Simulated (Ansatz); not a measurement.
Runs of Ansatz 0.2.0 on Ge. Symmetry: Pm-3m, No. 221, cubic system. The conventional cell has a = 2.710 Å, b = 2.710 Å, c = 2.710 Å, α = 90.00°, β = 90.00°, γ = 90.00°. Around Ge (site symmetry m-3m) lie 6 Ge at 2.71 Å. The cell was built by a generator and needn't be a form met in nature.

```csv
task,level,spin,cell,k mesh,cutoff (eV),points for each segment of the path,gap on the mesh (eV),pressure (GPa),relaxed volume (Å³/atom)
single point,PBE0,"SOC, no magnetisation",as given,4 × 4 × 4,420,-,none,(a),-
relaxation of cell and atoms,B3LYP,off,relaxed,5 × 5 × 5,420,-,none,0.0,(b)
relaxation of cell and atoms,HSE06,off,relaxed,5 × 5 × 5,420,-,none,0.0,19.59
relaxation of cell and atoms,PBEsol0,off,relaxed,5 × 5 × 5,420,-,none,0.0,19.01
band structure,HSEsol,off,as given,5 × 5 × 5,420,4,none,-3.4,-
single point,r2SCAN50,off,as given,5 × 5 × 5,500,-,none,-3.6,-
single point,HSE06,"SOC, no magnetisation",as given,4 × 4 × 4,420,-,none,-1.5,-
single point,HF,off,as given,5 × 5 × 5,420,-,none,4.6,-
```

Alike in all rows: potentials or basis Ansatz PAW; smearing fermi-dirac 0.05 eV; the mesh is coarse, so values aren't converged.

**Question.** Fill in the values left out.

**Answer.** (a) -1.8; (b) 20.97.

Caveats: all runs use coarse meshes; the PAW data sets come from PBE, with cores solved anew for the run's functional, which leaves a small shift of forces and pressure; the thresholds are loose for stress (some runs); the plane-wave basis is chosen anew once the cell has moved, so the energies of steps on either side of that aren't comparable (some runs).

A k mesh can miss the band edges, and rows without SOC leave out spin-orbit coupling on Ge.

A gap of «none» marks a metal or a gap under the smearing width.
